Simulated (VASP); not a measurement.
# AlN (P6_3mc) in VASP: further runs

The runs below take AlN through phonons, dielectric tensor, elastic constants, with PBE, PBEsol.

All numbers are computed with VASP 6.6.1; they aren't measurements. Logs are shortened: lines on timing, memory, paths and dates and some standing lists are left out, and cuts for length are marked.

**Experimental background.**

From “Self-assembly of well-separated AlN nanowires directly on sputtered metallic TiN films”, 2019, arxiv:1910.07391, for a bulk crystal of AlN at 10 K: band gap 6.034 eV (an exciton energy, a little under the gap).

The results are compared with them further down.

### 1 The structure

It takes space group P6_3mc (No. 186, hexagonal). The conventional cell has a = 3.128 Å, b = 3.128 Å, c = 5.016 Å, α = 90.00°, β = 90.00°, γ = 120.00°. Al (site symmetry 3m) is surrounded by 4 N at 1.90 to 1.91 Å. N (site symmetry 3m) is surrounded by 4 Al at 1.90 to 1.91 Å.

### 2 Phonons, PBE

Input file POSCAR:

```
AlN
1.0
    3.1278661593      0.0000000000      0.0000000000
   -1.5639330796      2.7088115535     -0.0000000000
    0.0000000000     -0.0000000000      5.0159256133
  Al              N
     2     2
Direct
     0.3333333332999970    0.6666666667000030    0.9992990147967694
     0.6666666667000030    0.3333333332999970    0.4992990147967694
     0.3333333332999970    0.6666666667000030    0.3807009852032331
     0.6666666667000030    0.3333333332999970    0.8807009852032331
```

Input file INCAR.step1:

```
SYSTEM = AlN
PREC = Accurate
ENCUT = 600
EDIFF = 1E-8
ISMEAR = 0
SIGMA = 0.03
LREAL = .FALSE.
LASPH = .TRUE.
NELM = 80
ALGO = Normal
ISIF = 3
LWAVE = .FALSE.
LCHARG = .FALSE.
GGA = PE
IBRION = 2
NSW = 40
EDIFFG = -0.002
```

Input file INCAR.step2:

```
SYSTEM = AlN
PREC = Accurate
ENCUT = 600
EDIFF = 1E-8
ISMEAR = 0
SIGMA = 0.03
LREAL = .FALSE.
LASPH = .TRUE.
NELM = 80
ALGO = Normal
ISIF = 2
LWAVE = .FALSE.
LCHARG = .FALSE.
GGA = PE
IBRION = 6
NFREE = 2
POTIM = 0.015
NSW = 1
```

Input file KPOINTS:

```
regular mesh
0
G
  12 12 6
  0 0 0
```

Potentials or basis: VASP PAW PBE potentials, release 64 (Al, N).

Command:

```bash
$ cat potpaw_PBE.64/Al/POTCAR potpaw_PBE.64/N/POTCAR > POTCAR
$ cp INCAR.step1 INCAR
$ mpirun -np 1 vasp_std > vasp.out
$ cp CONTCAR POSCAR
$ cp INCAR.step2 INCAR
$ mpirun -np 1 vasp_std > vasp.out
```

OUTCAR:

```text
SYSTEM = AlN
   PREC = Accurate
   ENCUT = 600
   EDIFF = 1E-8
   ISMEAR = 0
   LREAL = .FALSE.
   LASPH = .TRUE.
   NELM = 80
   ISIF = 2
   GGA = PE
   IBRION = 6
   NFREE = 2
   POTIM = 0.015
   NSW = 1

 ion  position               nearest neighbor table
   1  0.333  0.667  0.999-   4 1.90   4 1.90   4 1.90   3 1.91   2 3.09   2 3.09   2 3.09   2 3.09
                             2 3.09   2 3.09
   2  0.667  0.333  0.499-   3 1.90   3 1.90   3 1.90   4 1.91   1 3.09   1 3.09   1 3.09   1 3.09
                             1 3.09   1 3.09
   3  0.333  0.667  0.381-   2 1.90   2 1.90   2 1.90   1 1.91
   4  0.667  0.333  0.881-   1 1.90   1 1.90   1 1.90   2 1.91

  LATTYP: Found a hexagonal cell.
 ALAT       =     3.1277618654
 C/A-ratio  =     1.6035652481

  Lattice vectors:

 A1 = (   3.1277618654,  -0.0000000000,   0.0000000000)
 A2 = (  -1.5638809327,   2.7087212324,   0.0000000000)
 A3 = (   0.0000000000,   0.0000000000,   5.0155702316)

Analysis of symmetry for initial positions (statically):
=====================================================================
 Subroutine PRICEL returns:
 Original cell was already a primitive cell.

 Routine SETGRP: Setting up the symmetry group for a
 hexagonal supercell.

 Subroutine GETGRP returns: Found 12 space group operations
 (whereof  6 operations were pure point group operations)
 out of a pool of 24 trial point group operations.

The static configuration has the point symmetry C_3v.
 The point group associated with its full space group is C_6v.

Analysis of symmetry for dynamics (positions and initial velocities):
=====================================================================
 Subroutine PRICEL returns:
 Original cell was already a primitive cell.

 Routine SETGRP: Setting up the symmetry group for a
 hexagonal supercell.

 Subroutine GETGRP returns: Found 12 space group operations
 (whereof  6 operations were pure point group operations)
 out of a pool of 24 trial point group operations.

The dynamic configuration has the point symmetry C_3v.
 The point group associated with its full space group is C_6v.

 Subroutine INISYM returns: Found 12 space group operations
 (whereof  6 operations are pure point group operations),
 and found     1 'primitive' translations

----------------------------------------------------------------------------------------

                                     Primitive cell

  volume of cell :      42.4931

  direct lattice vectors                    reciprocal lattice vectors
     3.127761865 -0.000000000  0.000000000     0.319717435  0.184588947  0.000000000
    -1.563880933  2.708721232  0.000000000     0.000000000  0.369177894  0.000000000
     0.000000000  0.000000000  5.015570232     0.000000000  0.000000000  0.199379124

  length of vectors
     3.127761865  3.127761865  5.015570232     0.369177894  0.369177894  0.199379124

  position of ions in fractional coordinates (direct lattice)
     0.333333333  0.666666667  0.999254129
     0.666666667  0.333333333  0.499254129
     0.333333333  0.666666667  0.380745871
     0.666666667  0.333333333  0.880745871

  ion indices of the primitive-cell ions
   primitive index   ion index
                 1           1
                 2           2
                 3           3
                 4           4

----------------------------------------------------------------------------------------

 KPOINTS: regular mesh

Automatic generation of k-mesh.
 Grid dimensions read from file:
 generate k-points for:   12   12    6

 Generating k-lattice:

  Cartesian coordinates                     Fractional coordinates (reciprocal lattice)
     0.026643120  0.015382412  0.000000000     0.083333333  0.000000000  0.000000000
[... 75 lines left out ...]
   EFERMI_NEDOS =   21; number of points for ismear=-14 and -15
   IALGO  =     38    algorithm
   IMIX   =      4    mixing-type and parameters
     AMIX     =   0.40;   BMIX     =  1.00
     AMIX_MAG =   1.60;   BMIX_MAG =  1.00
  volume/ion in A,a.u.               =      10.62        71.69
  Fermi-wavevector in a.u.,A,eV,Ry     =   1.182158  2.233954 19.014096  1.397497
  Thomas-Fermi vector in A             =   2.318417
   LORBIT       =      0    0 simple, 1 ext, 2 COOP (PROOUT), +10 PAW based schemes
   GGA     = PE    functional components
   LHFCALC =     F    Hartree Fock is set to
   AEXX    =    0.0000 exact exchange contribution
   IVDW    =     0    specifies the selected vdW correction
   LEPSILON=     F    determine dielectric tensor
   LRPA    =     F    only Hartree local field effects (RPA)
 finite differences with symmetry
 non-spin polarized calculation
 Gauss-broadening in eV      SIGMA  =   0.03
  energy-cutoff  :      600.00
  volume of cell :       42.49
 maximum number of plane-waves:      1436
 NGX is ok and might be reduce to    28
   NGX = 13   NGY = 13   NGZ = 21

--------------------------------------- Ionic step        1  -------------------------------------------

 number of electron      15.9999999 magnetization

 Free energy of the ion-electron system (eV)
  ---------------------------------------------------
  ext. energy  EPLUGINS =         0.00000000
  ---------------------------------------------------
  free energy    TOTEN  =       -29.78352106 eV

  energy without entropy =      -29.78352106  energy(sigma->0) =      -29.78352106

------------------------ aborting loop because EDIFF is reached ----------------------------------------

  FORCE on cell =-STRESS in cart. coord.  units (eV):
  Direction    XX          YY          ZZ          XY          YZ          ZX
  --------------------------------------------------------------------------------------
  -------------------------------------------------------------------------------------
  Total        0.0077076      0.0077076     -0.0067361      0.0000000      0.0000000      0.0000000
  in kB        0.2906116      0.2906116     -0.2539803      0.0000000      0.0000000      0.0000000
  external PRESSURE =       0.1090810 kB  Pullay stress =       0.0000000 kB
[... 291 lines left out ...]
--------------------------------------- Ionic step        9  -------------------------------------------

 number of electron      16.0000000 magnetization

 Free energy of the ion-electron system (eV)
  ---------------------------------------------------
  ext. energy  EPLUGINS =         0.00000000
  ---------------------------------------------------
  free energy    TOTEN  =       -29.78135836 eV

  energy without entropy =      -29.78135836  energy(sigma->0) =      -29.78135836

 E-fermi :   6.0869     XC(G=0): -10.8361

 val. band max:        5.9580531177   @ k =   0.0000   0.0000   0.0000
 cond. band min:      10.0423815668   @ k =   0.0000   0.0000   0.0000
 fundamental gap:      4.0843284491
 Fermi energy:         6.0869149880

 k-point     1 :       0.0000    0.0000    0.0000
  band No.  band energies     occupation
      1      -9.0966      2.00000
      2      -7.0074      2.00000
      3       0.0586      2.00000
      4       5.1490      2.00000
      5       5.1490      2.00000
      6       5.7920      2.00000
      7       5.7920      2.00000
      8       5.9581      2.00000
      9      10.0424      0.00000
     10      12.5086      0.00000
     11      16.4346      0.00000
     12      17.0312      0.00000
[... 331 lines left out ...]
 k-point    24 :       0.3333   -0.0000    0.1667
  band No.  band energies     occupation
      1      -7.8017      2.00000
      2      -6.6060      2.00000
      3       1.1307      2.00000
      4       2.0830      2.00000
      5       2.6970      2.00000
      6       4.2506      2.00000
      7       5.1823      2.00000
      8       5.3467      2.00000
      9      11.7398      0.00000
     10      12.5826      0.00000
     11      14.3995      0.00000
     12      15.9862      0.00000

 [... further k-points ...]
[... 5 lines left out ...]
  --------------------------------------------------------------------------------------
  -------------------------------------------------------------------------------------
  Total       -0.0673712     -0.0673712      0.1708649     -0.0000000      0.0000000      0.0000000
  in kB       -2.5401902     -2.5401902      6.4423633     -0.0000000      0.0000000      0.0000000
  external PRESSURE =       0.4539943 kB  Pullay stress =       0.0000000 kB
[... 19 lines left out ...]
  FREE ENERGIE OF THE ION-ELECTRON SYSTEM (eV)
  ---------------------------------------------------
  free  energy   TOTEN  =       -29.7813583649 eV

  energy  without entropy=      -29.7813583649  energy(sigma->0) =      -29.78135836

 INTERNAL STRAIN TENSORS FROM DISPLACED ATOMS
 ============================================

 INTERNAL STRAIN TENSOR FOR ION    1 for displacements in x,y,z  (eV/Angst):
          X           Y           Z          XY          YZ          ZX
  --------------------------------------------------------------------------------
  x    -0.00000     0.00000    -0.00000    -8.24421    -0.00000    -4.92859
  y    -8.24421     8.24421     0.00000     0.00000    -4.92859    -0.00000
  z    -5.08677    -5.08677    11.25176    -0.00000     0.00000    -0.00000

 INTERNAL STRAIN TENSOR FOR ION    4 for displacements in x,y,z  (eV/Angst):
          X           Y           Z          XY          YZ          ZX
  --------------------------------------------------------------------------------
  x     0.00000    -0.00000    -0.00000     9.88139     0.00000     4.92569
  y     9.88139    -9.88139     0.00000    -0.00000     4.92569     0.00000
  z     5.09475     5.09475   -11.25612     0.00000     0.00000    -0.00000

 Eigenvectors and eigenvalues of the dynamical matrix
 ----------------------------------------------------

   1 f  =   21.217340 THz   133.312480 2PiTHz  707.734290 cm-1    87.747829 meV
             X         Y         Z           dx          dy          dz
     -0.000000  1.805814  5.011829     0.000000   -0.000000   -0.007254
      1.563881  0.902907  2.504044     0.000000   -0.000000    0.007254
     -0.000000  1.805814  1.909658    -0.000000    0.000000   -0.707070
      1.563881  0.902907  4.417443    -0.000000    0.000000    0.707070
[... 71 lines left out ...]
  12 f/i=    0.000153 THz     0.000963 2PiTHz    0.005114 cm-1     0.000634 meV
             X         Y         Z           dx          dy          dz
     -0.000000  1.805814  5.011829     0.000000    0.000000    0.573740
      1.563881  0.902907  2.504044     0.000000    0.000000    0.573740
     -0.000000  1.805814  1.909658     0.000000    0.000000    0.413307
      1.563881  0.902907  4.417443     0.000000    0.000000    0.413307

 ELASTIC MODULI CONTR FROM IONIC RELAXATION (kBar)
 Direction    XX          YY          ZZ          XY          YZ          ZX
 --------------------------------------------------------------------------------
 XX        -640.9585    317.0695    358.0043     -0.0000     -0.0000      0.0000
 YY         317.0695   -640.9585    358.0043     -0.0000      0.0000     -0.0000
 ZZ         358.0043    358.0043   -791.4259      0.0000     -0.0000      0.0000
 XY          -0.0000     -0.0000      0.0000   -479.0140     -0.0000     -0.0000
 YZ          -0.0000      0.0000     -0.0000     -0.0000   -127.3987     -0.0000
 ZX           0.0000     -0.0000      0.0000     -0.0000     -0.0000   -127.3987
 --------------------------------------------------------------------------------
```

It took 5.7 min on 1 thread of Intel Xeon 6975P-C (Granite Rapids), shared host; peak memory 0.52 GiB.

Results:

```
Highest phonon frequency at Γ, LO-TO splitting left out : 708 cm⁻¹
```

Phonon frequencies in cm⁻¹ (negative: imaginary):
| q point | frequencies |
| --- | --- |
| (0.000, 0.000, 0.000) | 0 0 0 237 237 537 597 639 639 651 651 708 |

(Part 1 of 2 ends here.)
